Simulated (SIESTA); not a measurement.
Ta2N:

```
CELL_PARAMETERS angstrom
3.11286 0.00000 0.00000
-1.55643 2.69582 0.00000
0.00000 0.00000 4.86984
ATOMIC_POSITIONS crystal
Ta 0.33333 0.66667 0.25471
Ta 0.66667 0.33333 0.74529
N 0.00000 0.00000 0.00000
```

The cell comes from a database or a generator and needn't be the stable form of this composition.

- Program: SIESTA 5.4.2
- Task: single point
- Functional: PBE
- Potentials or basis: PseudoDojo 0.4 standard (PBE files)
- Basis: DZP (energy shift 0.003 Ry; two zetas on semicore shells)
- Grid cutoff: 800 Ry
- Energy shift: 0.003 Ry
- k mesh: 10 × 10 × 6
- Occupations: fermi-dirac, width 0.05 eV
- Spin: no spin polarisation

On this cell: pressure 1.8 GPa; largest force 0.539 eV/Å; band gap on the k mesh none (metal or under the smearing width).

The same run follows on a disturbed copy (atoms moved at random, drawn with an rms of 0.05 Å):

```
CELL_PARAMETERS angstrom
3.11286 0.00000 0.00000
-1.55643 2.69582 0.00000
0.00000 0.00000 4.86984
ATOMIC_POSITIONS crystal
Ta 0.32460 0.65342 0.25129
Ta 0.69069 0.34223 0.74321
N 0.99834 0.00588 0.00396
```

**Question.** What does the disturbed cell give?

**Answer.** The energy (extrapolated to zero smearing) moves by +12.2 meV/atom; pressure 2.5 GPa; largest force 1.017 eV/Å; band gap on the k mesh none (metal or under the smearing width).

Forces in eV/Å, atoms in the order of the input:
```
Ta  -0.041  0.406  0.931
Ta  -0.483 -0.003 -0.446
N    0.523 -0.403 -0.484
```

Stress tensor (GPa, compression positive):
```
2.37 0.02 1.13
0.02 2.82 1.24
1.13 1.24 2.30
```

Caveats: short orbitals over semicore shells can move pressures by several GPa; the basis of atomic orbitals isn't converged, which shifts pressures, moduli and gaps.
